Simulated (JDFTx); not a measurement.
Crystal: ZrB2.

```xyz
3
Lattice="3.1700 0.0000 0.0000 -1.5850 2.7453 0.0000 0.0000 0.0000 3.5330" Properties=species:S:1:pos:R:3 pbc="T T T"
Zr    0.0000    0.0000    0.0000
B     1.5850    0.9151    1.7665
B     0.0000    1.8302    1.7665
```

- Program: JDFTx 1.7.0 (patched build)
- Task: single point
- Functional: PBE
- Potentials or basis: PseudoDojo-SR-PBE-0.5-standard
- Cutoff: 1034 eV
- Density cutoff: 4136 eV
- k mesh: 10 × 10 × 8
- Occupations: fermi-dirac, width 0.05 eV
- Spin: no spin polarisation

On this cell: pressure 0.8 GPa; largest force under 0.003 eV/Å; band gap on the k mesh none (metal or under the smearing width).

The same run follows on a disturbed copy (atoms moved at random, drawn with an rms of 0.05 Å):

```
Zr B
1.0
     3.17000    0.00000    0.00000
    -1.58500    2.74530    0.00000
     0.00000    0.00000    3.53300
Zr B
1 2
Direct
  0.00055 0.02110 0.99126
  0.65467 0.33004 0.49578
  0.34214 0.66506 0.51411
```

Task: What does the disturbed cell give?

Result: The energy (extrapolated to zero smearing) moves by +28.5 meV/atom; pressure 1.8 GPa; largest force 1.250 eV/Å; band gap on the k mesh none (metal or under the smearing width).

Forces on the atoms (eV/Å):
```
Zr   0.376 -0.837  0.695
B    0.532  0.398  0.043
B   -0.908  0.440 -0.739
```

Stress tensor (GPa, compression positive):
```
 1.56  0.59  0.44
 0.59  1.29 -0.71
 0.44 -0.71  2.52
```

Caveats: forces may be off by hundredths of an eV/Å; the empty levels aren't tightly converged.
